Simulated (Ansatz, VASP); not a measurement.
Two plane-wave programs on EuS

```
Eu S
1.0
     0.00000    2.97850    2.97850
     2.97850    0.00000    2.97850
     2.97850    2.97850    0.00000
Eu S
1 1
Direct
  0.00000 0.00000 0.00000
  0.50000 0.50000 0.50000
```

Alike in both runs: task relaxation of cell and atoms; functional RPBE; dispersion D4; k mesh 8 × 8 × 8; occupations fermi-dirac, width 0.05 eV; collinear spin, ferromagnetic start.

|  | VASP | Ansatz |
| --- | --- | --- |
| version | VASP 6.6.1 | Ansatz 0.2.0 |
| potentials or method | VASP PAW PBE potentials, release 64 (Eu, S) | Ansatz PAW |
| plane-wave cutoff (eV) | 600 | 420 |
| valence electrons in the cell | 23 | 23 |

|  | VASP | Ansatz | Ansatz less VASP |
| --- | --- | --- | --- |
| net moment per atom (μB) | 3.48 | 3.49 | +0.003 |
| size of the moment on the site where the two differ most (μB) | 6.56 | 6.72 | +0.154 |
| relaxed volume (Å³/atom) | 24.32 | 24.44 | +0.124 |
| relaxed cell length with the largest relative difference (Å) | 4.097 | 4.104 | +0.0069 |
| energy change over the relaxation (meV/atom) | -26 | -22 | +3.8 |

Site moments also hang on the region over which each program counts them.

Caveats: spin-orbit coupling is left out, which moves the levels of the heavy elements; a cell with one magnetic atom can't hold antiferromagnetic order, which such compounds often take; without U or exact exchange the open f shell lies at the Fermi level, which spoils levels, moments and volumes; the PAW data sets were made with another functional, which shifts forces and pressure a little (VASP); pairwise dispersion overbinds metals, which lowers pressure and volume (VASP); the plane-wave basis is chosen anew once the cell has moved, so the energies of steps on either side of that aren't comparable (Ansatz); the PAW data sets come from PBE, with cores solved anew for the run's functional, which leaves a small shift of forces and pressure (Ansatz). The state reached can hang on the start; a lower one may exist. With open d or f shells a metallic result of RPBE can be an artefact of self-interaction; +U or a hybrid may open a gap.
